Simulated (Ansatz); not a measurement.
# TiPt3: straining the crystal, a shear that moves c along a

The task here is to estimate one member of a computed series from the others.

Method: DFT PBEsol, scalar-relativistic, plane waves, PAW, in Ansatz 0.2.0.

2 further runs of the same task are left out: 2 set aside as unsound or not needed.

## The starting structure

The structure is cubic, space group Pm-3m (No. 221). The conventional cell has a = 3.899 Å, b = 3.899 Å, c = 3.899 Å, α = 90.00°, β = 90.00°, γ = 90.00°. Ti (site symmetry m-3m) is surrounded by 12 Pt at 2.76 Å. Pt (site symmetry 4/mmm) has 4 Ti at 2.76 Å and 8 Pt at 2.76 Å in its first shell of neighbours.

As a file:

```cif
data_structure
_symmetry_space_group_name_H-M 'Pm-3m'
_symmetry_Int_Tables_number 221
_cell_length_a 3.8994
_cell_length_b 3.8994
_cell_length_c 3.8994
_cell_angle_alpha 90.000
_cell_angle_beta 90.000
_cell_angle_gamma 90.000
_cell_volume 59.29
loop_
_atom_site_label
_atom_site_type_symbol
_atom_site_symmetry_multiplicity
_atom_site_Wyckoff_symbol
_atom_site_fract_x
_atom_site_fract_y
_atom_site_fract_z
_atom_site_occupancy
Ti1 Ti 1 a 0.00000 0.00000 0.00000 1
Pt1 Pt 3 c 0.00000 0.50000 0.50000 1
```

It is the result of an earlier relaxation at this level (volume 14.82 Å³/atom; gap on the mesh: none (metal)).

The first run:

input.yaml

```yaml
crystal:
  lattice:
    - [3.8993537252, 0.0, 0.0]
    - [0.0, 3.8993537252, 0.0]
    - [0.0, 0.0, 3.8993537252]
  atoms:
    - { symbol: Ti, position: [0.0, 0.0, 0.0] }
    - { symbol: Pt, position: [0.0, 0.5, 0.5] }
    - { symbol: Pt, position: [0.5, 0.0, 0.5] }
    - { symbol: Pt, position: [0.5, 0.5, 0.0] }
basis:
  ecutwfc: 420
kpoints:
  mp_grid: { grid: [14, 14, 14] }
hamiltonian:
  xc: pbesol
scf:
  occupations: { method: gaussian, width: 0.1 }
output:
  forces: true
  stress: true
  eigenvalues: true
```

Launch:

```sh
$ ansatz run input.yaml --threads 1 --pin off --max-ram 2560MiB --backend cpu --events-out ev --progress --plain --runs-dir out
```

Among the steps run: Reference cell for the strains; The cell strained by +1.5 %; Strain +3.0 %; The cell strained by +4.5 %; At +6.0 %; Strain +9.0 %.

One table of the session follows, with a row left open; its other results are not shown here.

Lengths are those of the vectors of the cell that was run; stresses in GPa:

```
strain (%)  ΔE (meV/atom)  c (Å)
      +0.0            0.0  3.899
      +1.5            1.6  3.900
      +3.0            6.5  3.901
      +4.5              ?      ?
      +6.0           26.2  3.906
      +9.0           59.1  3.915
```

Q: Estimate the row for strain (%) = +4.5 from the others.

Worked estimate for «ΔE (meV/atom)». A straight line through the neighbours (3.0, 6.5) and (6.0, 26.2) gives 6.5 + (26.2 − 6.5) × (4.5 − 3.0) / (6.0 − 3.0) = 16.4; a parabola fitted to 4 rows on both sides gives 14.7.

As computed: ΔE (meV/atom): 14.7; c (Å): 3.903. In «ΔE (meV/atom)» the line misses by +1.7 and the parabola by 0.0.

ΔE is over the unstrained cell. Stress in GPa, positive in compression, on the Cartesian axes of the input. 
